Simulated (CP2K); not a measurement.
# Hf (P6_3/mmc) in CP2K: notebook

One crystal, Hf, is run at these levels: PBE; tasks: single point.

All numbers are computed with CP2K 2026.2; they aren't measurements. Logs are shortened: lines on timing, memory, paths and dates and some standing lists are left out, and cuts for length are marked.

### 1 The structure

It takes space group P6_3/mmc (No. 194, hexagonal). The conventional cell has a = 3.197 Å, b = 3.197 Å, c = 5.058 Å, α = 90.00°, β = 90.00°, γ = 120.00°. Hf (site symmetry -6m2) is surrounded by 12 Hf at 3.13 to 3.20 Å.

### 2 Single point, PBE

Input file hf_scf.inp:

```
&GLOBAL
  PROJECT hf_scf
  RUN_TYPE ENERGY_FORCE
  PRINT_LEVEL LOW
&END GLOBAL
&FORCE_EVAL
  METHOD QS
  STRESS_TENSOR ANALYTICAL
  &DFT
    BASIS_SET_FILE_NAME BASIS_MOLOPT
    POTENTIAL_FILE_NAME GTH_POTENTIALS
    &MGRID
      CUTOFF 500
      REL_CUTOFF 60
      NGRIDS 4
    &END MGRID
    &QS
      METHOD GPW
      EPS_DEFAULT 1.0E-9
    &END QS
    &KPOINTS
      SCHEME MONKHORST-PACK 10 10 5
      GAMMA_CENTERED T
      SYMMETRY T
      SYMMETRY_BACKEND SPGLIB
    &END KPOINTS
    &SCF
      SCF_GUESS ATOMIC
      EPS_SCF 1.0E-6
      MAX_SCF 100
      ADDED_MOS 8
      CHOLESKY OFF
      EPS_EIGVAL 1.0E-7
      &DIAGONALIZATION ON
        ALGORITHM STANDARD
      &END DIAGONALIZATION
      &MIXING ON
        METHOD BROYDEN_MIXING
        ALPHA 0.4
        BETA 1.5
        NBUFFER 8
      &END MIXING
      &SMEAR ON
        METHOD FERMI_DIRAC
        ELECTRONIC_TEMPERATURE [K] 580.226
      &END SMEAR
    &END SCF
    &XC
      &XC_FUNCTIONAL
        &GGA_X_PBE
        &END GGA_X_PBE
        &GGA_C_PBE
        &END GGA_C_PBE
      &END XC_FUNCTIONAL
    &END XC
    &PRINT
      &KPOINTS ON
      &END KPOINTS
      &MULLIKEN ON
      &END MULLIKEN
      &MO ON
        ENERGIES T
        OCCUPATION_NUMBERS T
        &EACH
          QS_SCF 0
        &END EACH
        ADD_LAST NUMERIC
      &END MO
    &END PRINT
  &END DFT
  &SUBSYS
    &CELL
      A 3.1967000000 0.0000000000 0.0000000000
      B -1.5983500000 2.7684234083 0.0000000000
      C 0.0000000000 0.0000000000 5.0578000000
      PERIODIC XYZ
    &END CELL
    &COORD
      SCALED
      Hf  0.6666666667 0.3333333333 0.7500000000
      Hf  0.3333333333 0.6666666667 0.2500000000
    &END COORD
    &KIND Hf
      BASIS_SET SZV-MOLOPT-SR-GTH-q12
      POTENTIAL GTH-PBE-q12
    &END KIND
    &PRINT
      &ATOMIC_COORDINATES ON
      &END ATOMIC_COORDINATES
      &CELL ON
      &END CELL
    &END PRINT
  &END SUBSYS
  &PRINT
    &FORCES ON
    &END FORCES
    &STRESS_TENSOR ON
    &END STRESS_TENSOR
  &END PRINT
&END FORCE_EVAL
```

Potentials or basis: GTH_POTENTIALS Hf GTH-PBE-q12; SZV-MOLOPT-SR-GTH basis.

Started as:

```
OMP_NUM_THREADS=1 cp2k.psmp -i hf_scf.inp -o hf_scf.out
```

hf_scf.out:

```text

 CP2K| version string:                                       CP2K version 2026.2
 CP2K| Input file name                                                hf_scf.inp

 GLOBAL| Force Environment number                                              1
 GLOBAL| Basis set file name                                        BASIS_MOLOPT
 GLOBAL| Potential file name                                      GTH_POTENTIALS
 GLOBAL| MM Potential file name                                     MM_POTENTIAL
 GLOBAL| Coordinate file name                                      __STD_INPUT__
 GLOBAL| Method name                                                        CP2K
 GLOBAL| Project name                                                     hf_scf
 GLOBAL| Run type                                                   ENERGY_FORCE
 GLOBAL| FFT library                                                       FFTW3
[... 8 lines left out ...]
 GLOBAL| CPU model name                                                  UNKNOWN

 CELL| Volume [angstrom^3]:                                            44.760615
 CELL| Vector a [angstrom]:       3.197     0.000     0.000   |a| =     3.196700
 CELL| Vector b [angstrom]:      -1.598     2.768     0.000   |b| =     3.196700
 CELL| Vector c [angstrom]:       0.000     0.000     5.058   |c| =     5.057800
 CELL| Angle (b,c), alpha [degree]:                                    90.000000
 CELL| Angle (a,c), beta  [degree]:                                    90.000000
 CELL| Angle (a,b), gamma [degree]:                                   120.000000
 CELL| Numerically orthorhombic:                                              NO
 CELL| Periodicity                                                           XYZ

 CELL_REF| Volume [angstrom^3]:                                        44.760615
 CELL_REF| Vector a [angstrom     3.197     0.000     0.000   |a| =     3.196700
 CELL_REF| Vector b [angstrom    -1.598     2.768     0.000   |b| =     3.196700
 CELL_REF| Vector c [angstrom     0.000     0.000     5.058   |c| =     5.057800
 CELL_REF| Angle (b,c), alpha [degree]:                                90.000000
 CELL_REF| Angle (a,c), beta  [degree]:                                90.000000
 CELL_REF| Angle (a,b), gamma [degree]:                               120.000000
 CELL_REF| Numerically orthorhombic:                                          NO
 CELL_REF| Periodicity                                                       XYZ
[... 9 lines left out ...]
 TOTAL NUMBERS AND MAXIMUM NUMBERS

  Total number of            - Atomic kinds:                                   1
                             - Atoms:                                          2
                             - Shell sets:                                     2
                             - Shells:                                         8
                             - Primitive Cartesian functions:                 12
                             - Cartesian basis functions:                     22
                             - Spherical basis functions:                     20

  Maximum angular momentum of- Orbital basis functions:                        2
                             - Local part of the GTH pseudopotential:          2
                             - Non-local part of the GTH pseudopotential:      4

 MODULE QUICKSTEP: ATOMIC COORDINATES IN ANGSTROM

   Atom Kind Element         X             Y             Z       Z(eff)     Mass
      1    1 Hf   72      1.598350      0.922808      3.793350  12.0000 178.4900
      2    1 Hf   72     -0.000000      1.845616      1.264450  12.0000 178.4900

 SCF PARAMETERS         Density guess:                                    ATOMIC
[... 9 lines left out ...]
                        --------------------------------------------------------
                        level_shift [a.u.]:                             0.000000
                        added MOs                                         8    0
                        --------------------------------------------------------
                        Mixing method:                            BROYDEN_MIXING
[... 11 lines left out ...]
 *******************************************************************************
 BRILLOUIN| K-point scheme                                        Monkhorst-Pack
 BRILLOUIN| K-Point grid                                            10   10    5
 BRILLOUIN| Gamma-centered k-point mesh                                     ON
 BRILLOUIN| K-point symmetry accuracy                               0.100000E-05
 BRILLOUIN| K-Point point group symmetrization                                ON
 BRILLOUIN| Symmetry backend                                             SPGLIB
 BRILLOUIN| Symmetry reduction method                                    SPGLIB
 BRILLOUIN| Wavefunction type                                            COMPLEX
 BRILLOUIN| List of Kpoints [2 Pi/Bohr]                                       42
 BRILLOUIN| Number           Weight            X              Y              Z
 BRILLOUIN|     1           0.02400       -0.40000       -0.40000       -0.40000
 BRILLOUIN|     2           0.02400       -0.40000       -0.40000       -0.20000
 BRILLOUIN|     3           0.01200       -0.40000       -0.40000        0.00000
 BRILLOUIN|     4           0.02400       -0.40000       -0.30000       -0.40000
 BRILLOUIN|     5           0.02400       -0.40000       -0.30000       -0.20000
 BRILLOUIN|     6           0.01200       -0.40000       -0.30000        0.00000
[... 32 lines left out ...]
 BRILLOUIN|    39           0.00200        0.00000        0.00000        0.00000
 BRILLOUIN|    40           0.01200        0.00000        0.50000       -0.40000
 [... further k-points ...]
 *******************************************************************************

 Extrapolation method: initial_guess

 Number of electrons:                                                         24
 Number of occupied orbitals:                                                 12
 Number of molecular orbitals:                                                20

 Number of orbital functions:                                                 20
 Number of independent orbital functions:                                     20

 SCF WAVEFUNCTION OPTIMIZATION

  Step     Update method      Time    Convergence         Total energy    Change
  ------------------------------------------------------------------------------
     1 NoMix/Diag. 0.40E+00    0.9     0.87706813       -98.9100962816 -9.89E+01
     2 Broy./Diag. 0.40E+00    1.0     0.00169659       -98.3180898217  5.92E-01
     3 Broy./Diag. 0.40E+00    1.0     0.00463663       -98.3240727276 -5.98E-03
     4 Broy./Diag. 0.40E+00    1.0     0.00078561       -98.3428794731 -1.88E-02
     5 Broy./Diag. 0.40E+00    1.0     0.00050887       -98.3545228710 -1.16E-02
     6 Broy./Diag. 0.40E+00    1.0     0.00016031       -98.3552185641 -6.96E-04
     7 Broy./Diag. 0.40E+00    1.0     0.00003136       -98.3551747369  4.38E-05
     8 Broy./Diag. 0.40E+00    1.1     0.00000689       -98.3550190627  1.56E-04
     9 Broy./Diag. 0.40E+00    1.0     0.00000126       -98.3550123548  6.71E-06
    10 Broy./Diag. 0.40E+00    1.1     0.00000237       -98.3550423129 -3.00E-05
    11 Broy./Diag. 0.40E+00    1.1     0.00000048       -98.3550517431 -9.43E-06

  *** SCF run converged in    11 steps ***

  Electronic density on regular grids:        -24.0000000328       -0.0000000328
  Core density on regular grids:               23.9999999721       -0.0000000279
  Total charge density on r-space grids:       -0.0000000607
  Total charge density g-space grids:          -0.0000000607

  Overlap energy of the core charge distribution:               0.00000000001509
  Self energy of the core charge distribution:               -145.07732148370874
  Core Hamiltonian energy:                                     32.12034266186949
  Hartree energy:                                              26.96828823722492
  Exchange-correlation energy:                                -12.36557351118719
  Electronic entropic energy:                                  -0.00078764691859
  Fermi energy:                                                 0.43523763170585

  Total energy:                                               -98.35505174310045
  Total energy (extrapolated to T->0):                        -98.35465791964116

 MO| EIGENVALUES AND OCCUPATION NUMBERS FOR K POINT 1
 MO|
 MO|  Index      Eigenvalue [a.u.]        Eigenvalue [eV]             Occupation
 MO|      1              -1.745933             -47.509261               2.000000
 MO|      2              -1.745755             -47.504415               2.000000
 MO|      3              -0.689194             -18.753930               2.000000
 MO|      4              -0.687975             -18.720760               2.000000
 MO|      5              -0.677741             -18.442280               2.000000
 MO|      6              -0.674793             -18.362047               2.000000
[... 12 lines left out ...]
 MO|     19               0.761617              20.724656               0.000000
 MO|     20               0.814149              22.154122               0.000000
 MO| Sum:                                                              25.903513
 MO| E(Fermi):            0.435238 a.u.         11.843418 eV

 MO| EIGENVALUES AND OCCUPATION NUMBERS FOR K POINT 2
 MO|
 MO|  Index      Eigenvalue [a.u.]        Eigenvalue [eV]             Occupation
 MO|      1              -1.746073             -47.513073               2.000000
 MO|      2              -1.745590             -47.499924               2.000000
 MO|      3              -0.688135             -18.725102               2.000000
 MO|      4              -0.684263             -18.619735               2.000000
 MO|      5              -0.679513             -18.490494               2.000000
 MO|      6              -0.672911             -18.310832               2.000000
[... 12 lines left out ...]
 MO|     19               0.711453              19.359633               0.000000
 MO|     20               0.749484              20.394494               0.000000
 MO| Sum:                                                              24.965099
 MO| E(Fermi):            0.435238 a.u.         11.843418 eV
[... 282 lines left out ...]
 MO|     19               0.646258              17.585584               0.000000
 MO|     20               0.694055              18.886208               0.000000
 MO| Sum:                                                              24.000001
 MO| E(Fermi):            0.435238 a.u.         11.843418 eV

 MO| EIGENVALUES AND OCCUPATION NUMBERS FOR K POINT 14
 MO|
 MO|  Index      Eigenvalue [a.u.]        Eigenvalue [eV]             Occupation
 MO|      1              -1.746810             -47.533114               2.000000
 MO|      2              -1.745592             -47.499970               2.000000
 MO|      3              -0.687896             -18.718606               2.000000
 MO|      4              -0.683075             -18.587405               2.000000
 MO|      5              -0.677726             -18.441849               2.000000
 MO|      6              -0.672342             -18.295353               2.000000
[... 12 lines left out ...]
 MO|     19               0.653395              17.779789               0.000000
 MO|     20               0.776703              21.135153               0.000000
 MO| Sum:                                                              24.000074
 MO| E(Fermi):            0.435238 a.u.         11.843418 eV

 [... the levels of further k-points ...]

 !-----------------------------------------------------------------------------!
                     Mulliken Population Analysis

 #  Atom  Element  Kind  Atomic population                           Net charge
       1     Hf       1         12.000000                             -0.000000
       2     Hf       1         12.000000                             -0.000000
 # Total charge                             24.000000                 -0.000000

 !-----------------------------------------------------------------------------!

 ENERGY| Total FORCE_EVAL ( QS ) energy [hartree]            -98.355065727005424

 FORCES| Atomic forces [hartree/bohr]
 FORCES|   Atom     x               y               z               |f|
 FORCES|      1 -1.51833098E-10  8.35029776E-11 -7.15099229E-12   1.73427719E-10
 FORCES|      2  1.51849661E-10 -8.43378166E-11  6.83264964E-12   1.73832885E-10
 FORCES| Sum     1.65629481E-14 -8.34838982E-13 -3.18342648E-13
 FORCES| Total atomic force                                       8.93628838E-13

 STRESS| Analytical stress tensor [bar]
 STRESS|                        x                   y                   z
 STRESS|      x       -1.23578662633E+05  -8.80664340907E-05   1.20542730788E-08
 STRESS|      y       -8.80664340907E-05  -1.23578662725E+05  -4.66760035948E-08
 STRESS|      z        1.20542730788E-08  -4.66760035948E-08  -7.59750874123E+04
 STRESS| 1/3 Trace                                            -1.07710804257E+05
 STRESS| Determinant                                          -1.16026766886E+15

 STRESS| Eigenvectors and eigenvalues of the analytical stress tensor [bar]
 STRESS|                        1                   2                   3
 STRESS| Eigenvalues  -1.23578662778E+05  -1.23578662579E+05  -7.59750874123E+04
 STRESS|      x           0.518447664581      0.855109360895      0.000000000000
 STRESS|      y           0.855109360895     -0.518447664581     -0.000000000001
 STRESS|      z           0.000000000001     -0.000000000001      1.000000000000
```

It took 14 s on 1 thread of Arm Neoverse V1, shared host; peak memory 0.24 GiB.

Results:

```yaml
Free_energy: -2676.3774 eV
Pressure: -10.8 GPa
Band_gap_on_the_k_mesh: none (metal or under the smearing width)
```

Caveat: a minimal basis gives rough bond lengths, pressures and levels; the basis of atomic orbitals isn't converged, which shifts pressures, moduli and gaps. The run has no spin-orbit coupling, so splittings on Hf are missing.

### 3 Single point, PBE

Edit hf_scf.inp of step 2 so:

```diff
@@ -30,3 +30,3 @@
       MAX_SCF 100
-      ADDED_MOS 8
+      ADDED_MOS 16
       CHOLESKY OFF
@@ -83,3 +83,3 @@
     &KIND Hf
-      BASIS_SET SZV-MOLOPT-SR-GTH-q12
+      BASIS_SET DZVP-MOLOPT-SR-GTH-q12
       POTENTIAL GTH-PBE-q12
```

Potentials or basis: GTH_POTENTIALS Hf GTH-PBE-q12; DZVP-MOLOPT-SR-GTH basis.

Started as:

```
OMP_NUM_THREADS=1 cp2k.psmp -i hf_scf.inp -o hf_scf.out
```

Run time: 54 s. Hardware: 1 thread of Arm Neoverse V1, shared host; peak memory 0.31 GiB.

It converged, with:

```yaml
Free_energy: -2679.8615 eV
Pressure: 2.0 GPa
Band_gap_on_the_k_mesh: none (metal or under the smearing width)
```

Stress tensor (GPa, compression positive):
```
1.90 0.00 0.00
0.00 1.90 0.00
0.00 0.00 2.33
```

Levels at points of the mesh, in eV from the Fermi level:
```
           k point  band 8  band 9  band 10  band 11  band 12  band 13  band 14  band 15  band 16  band 17
(0.00, 0.00, 0.00)  -30.06   -7.54    -3.86     0.41     1.23     1.23     1.49     2.04     2.04     2.67
(0.00, 0.50, 0.00)  -30.15   -3.52    -2.82    -2.30    -0.99     0.82     0.85     1.71     5.94     6.45
```

Caveat: the basis of atomic orbitals isn't converged, which shifts pressures, moduli and gaps. The run has no spin-orbit coupling, so splittings on Hf are missing.

### 4 Single point, PBE

Edit hf_scf.inp of step 3 so:

```diff
@@ -9,4 +9,4 @@
   &DFT
-    BASIS_SET_FILE_NAME BASIS_MOLOPT
-    POTENTIAL_FILE_NAME GTH_POTENTIALS
+    BASIS_SET_FILE_NAME BASIS_MOLOPT_UZH
+    POTENTIAL_FILE_NAME POTENTIAL_UZH
     &MGRID
@@ -83,3 +83,3 @@
     &KIND Hf
-      BASIS_SET DZVP-MOLOPT-SR-GTH-q12
+      BASIS_SET DZVP-MOLOPT-PBE-GTH-q12
       POTENTIAL GTH-PBE-q12
```

Potentials or basis: POTENTIAL_UZH Hf GTH-PBE-q12; DZVP-MOLOPT-PBE-GTH basis.

Started as:

```
OMP_NUM_THREADS=1 cp2k.psmp -i hf_scf.inp -o hf_scf.out
```

Run time: 38 s. Hardware: 1 thread of Arm Neoverse V1, shared host; peak memory 0.3 GiB.

The run converged. Its results:

- Free energy: -2682.3900 eV
- Pressure: 1.0 GPa
- Band gap on the k mesh: none (metal or under the smearing width)

Stress tensor (GPa, compression positive):
```
1.08 0.00 0.00
0.00 1.08 0.00
0.00 0.00 0.79
```

Levels at points of the mesh, in eV from the Fermi level:
| k point | band 8 | band 9 | band 10 | band 11 | band 12 | band 13 | band 14 | band 15 | band 16 | band 17 |
| --- | --- | --- | --- | --- | --- | --- | --- | --- | --- | --- |
| (0.00, 0.00, 0.00) | -30.18 | -7.30 | -3.67 | 0.57 | 1.23 | 1.23 | 1.50 | 2.05 | 2.05 | 2.70 |
| (0.00, 0.50, 0.00) | -30.27 | -3.31 | -2.73 | -2.23 | -0.84 | 0.84 | 0.87 | 1.70 | 6.00 | 6.51 |

Caveat: the basis of atomic orbitals isn't converged, which shifts pressures, moduli and gaps.

### 5 The runs side by side

```tsv
potentials or basis	basis sets	potentials	ADDED_MOS	gap on the mesh (eV)	pressure (GPa)
GTH_POTENTIALS Hf GTH-PBE-q12; SZV-MOLOPT-SR-GTH basis	Hf SZV-MOLOPT-SR-GTH-q12	Hf GTH-PBE-q12 of GTH_POTENTIALS	[8]	none	-10.8
GTH_POTENTIALS Hf GTH-PBE-q12; DZVP-MOLOPT-SR-GTH basis	Hf DZVP-MOLOPT-SR-GTH-q12	Hf GTH-PBE-q12 of GTH_POTENTIALS	[16]	none	2.0
POTENTIAL_UZH Hf GTH-PBE-q12; DZVP-MOLOPT-PBE-GTH basis	Hf DZVP-MOLOPT-PBE-GTH-q12	Hf GTH-PBE-q12 of POTENTIAL_UZH	[16]	none	1.0
```

Alike in all rows: task single point; level PBE; no spin polarisation; cell as given; k mesh 10 × 10 × 5; smearing fermi-dirac 0.05 eV.

Caveats: the basis of atomic orbitals isn't converged, which shifts pressures, moduli and gaps; a minimal basis gives rough bond lengths, pressures and levels (some runs).

Total energies depend on the potentials used, so only differences within one code and one set of settings carry meaning.
